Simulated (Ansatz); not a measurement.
Relaxed (001) slab cut from Au (space group Cmcm (No. 63)); the slab's formula is Au, its outer planes Au (top) and Au (bottom):

```
CELL_PARAMETERS angstrom
2.86542 0.00000 0.00000
-1.43271 2.57038 0.00000
0.00000 0.00000 29.67640
ATOMIC_POSITIONS crystal
Au 0.33435 0.67112 0.25203
Au 0.66448 0.32780 0.33525
Au 0.33887 0.67476 0.41743
Au 0.66064 0.32473 0.50000
Au 0.33887 0.67476 0.58257
Au 0.66448 0.32780 0.66475
Au 0.33435 0.67112 0.74797
```

The calculation used DFT PBE, scalar-relativistic, plane waves, PAW in Ansatz 0.2.0. Cutoff 420 eV; k points 14×13×1 on the computed 7-atom cell (Γ-centred); Gaussian smearing, width 0.10 eV; no spin polarisation. A dipole correction removes the field between periodic images along c.

The potential is the smooth part; its values at the atoms depend on the PAW datasets.

(1) How does the plane-averaged electrostatic potential energy of an electron run along c, counted from the Fermi level?

Spin-orbit coupling is left out, which matters for the bands of heavy elements.

## Answers

(1)
| z (Å) | V (eV) |
| --- | --- |
| 2.67 | 5.21 |
| 2.97 | 5.21 |
| 3.26 | 5.21 |
| 3.56 | 5.21 |
| 3.86 | 5.21 |
| 4.15 | 5.21 |
| 4.45 | 5.20 |
| 4.75 | 5.18 |
| 5.04 | 5.15 |
| 5.34 | 5.06 |
| 5.64 | 4.86 |
| 5.94 | 4.39 |
| 6.23 | 3.27 |
| 6.53 | 0.43 |
| 6.83 | -6.46 |
| 7.12 | -13.30 |
| 7.42 | -16.22 |
| 7.72 | -15.05 |
| 8.01 | -9.77 |
| 8.31 | -2.37 |
| 8.61 | 1.17 |
| 8.90 | 0.58 |
| 9.20 | -4.57 |
| 9.50 | -11.94 |
| 9.79 | -16.12 |
| 10.09 | -16.22 |
| 10.39 | -12.24 |
| 10.68 | -4.96 |
| 10.98 | 0.31 |
| 11.28 | 0.79 |
| 11.57 | -3.10 |
| 11.87 | -10.55 |
| 12.17 | -15.61 |
| 12.46 | -16.58 |
| 12.76 | -13.51 |
| 13.06 | -6.68 |
| 13.35 | -0.38 |
| 13.65 | 1.04 |
| 13.95 | -1.53 |
| 14.24 | -8.65 |
| 14.54 | -14.68 |
| 14.84 | -16.69 |
| 15.13 | -14.68 |
| 15.43 | -8.65 |
| 15.73 | -1.53 |
| 16.03 | 1.04 |
| 16.32 | -0.38 |
| 16.62 | -6.68 |
| 16.92 | -13.51 |
| 17.21 | -16.58 |
| 17.51 | -15.61 |
| 17.81 | -10.55 |
| 18.10 | -3.10 |
| 18.40 | 0.79 |
| 18.70 | 0.31 |
| 18.99 | -4.96 |
| 19.29 | -12.24 |
| 19.59 | -16.22 |
| 19.88 | -16.12 |
| 20.18 | -11.94 |
| 20.48 | -4.57 |
| 20.77 | 0.58 |
| 21.07 | 1.17 |
| 21.37 | -2.37 |
| 21.66 | -9.77 |
| 21.96 | -15.05 |
| 22.26 | -16.22 |
| 22.55 | -13.30 |
| 22.85 | -6.46 |
| 23.15 | 0.43 |
| 23.44 | 3.27 |
| 23.74 | 4.39 |
| 24.04 | 4.86 |
| 24.33 | 5.06 |
| 24.63 | 5.15 |
| 24.93 | 5.18 |
| 25.22 | 5.20 |
| 25.52 | 5.21 |
| 25.82 | 5.21 |
| 26.12 | 5.21 |
| 26.41 | 5.21 |
| 26.71 | 5.21 |
| 27.01 | 5.21 |

The vacuum level lies 5.21 eV above the Fermi level.

The reference crystal is a form of Au, which isn't its usual structure.

Cost: 1 run of about 20 core-minutes, on Intel Xeon Processor @ 2.50GHz (Skylake/Cascade Lake) (shared hosts).